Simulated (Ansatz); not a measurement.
# P: the cost of one run

Program: Ansatz 0.2.0. Level of theory: DFT PBE, scalar-relativistic, plane waves, PAW. These are calculated values, not measurements.

1 further run of the same task is left out (it didn't finish).

## (1) The structure to begin with

It takes space group Fm-3m (No. 225, cubic). Conventional cell: a = 3.108 Å, b = 3.108 Å, c = 3.108 Å, α = 90.00°, β = 90.00°, γ = 90.00°. Around N (site symmetry m-3m) lie 12 N at 2.20 Å.

Structure file:

```
CELL_PARAMETERS angstrom
0.00000 1.55381 1.55381
1.55381 0.00000 1.55381
1.55381 1.55381 0.00000
ATOMIC_POSITIONS crystal
N 0.00000 0.00000 0.00000
```

The structure comes from the Materials Project (structure only).

## (2) Substitution of an element, cell strained: N → P, first probe

The change: P takes all sites of N, and lengths are scaled by 1.304 as a first guess of the size; strain xx, yy, zz, yz, xz, xy = +3.8, +3.8, +3.8, +0.0, +0.0, +0.0 %.

Input file input.yaml:

```yaml
crystal:
  lattice:
    - [0.0, 2.1027946656, 2.1027946656]
    - [2.1027946656, 0.0, 2.1027946656]
    - [2.1027946656, 2.1027946656, 0.0]
  atoms:
    - { symbol: P, position: [0.0, 0.0, 0.0] }
basis:
  ecutwfc: 420
kpoints:
  mp_grid: { grid: [8, 8, 8] }
hamiltonian:
  xc: pbe
scf:
  occupations: { method: gaussian, width: 0.1 }
output:
  forces: true
  stress: true
  eigenvalues: true
```

Command:

```console
ansatz run input.yaml --threads 1 --pin off --max-ram 1331MiB --backend cpu --events-out ev --progress --plain --runs-dir out
```

**Question.** How long does this run take on 1 thread of an x86-64 CPU, shared host, and how much memory does it need?

About 1.2 s, with a peak of 0.27 GiB.
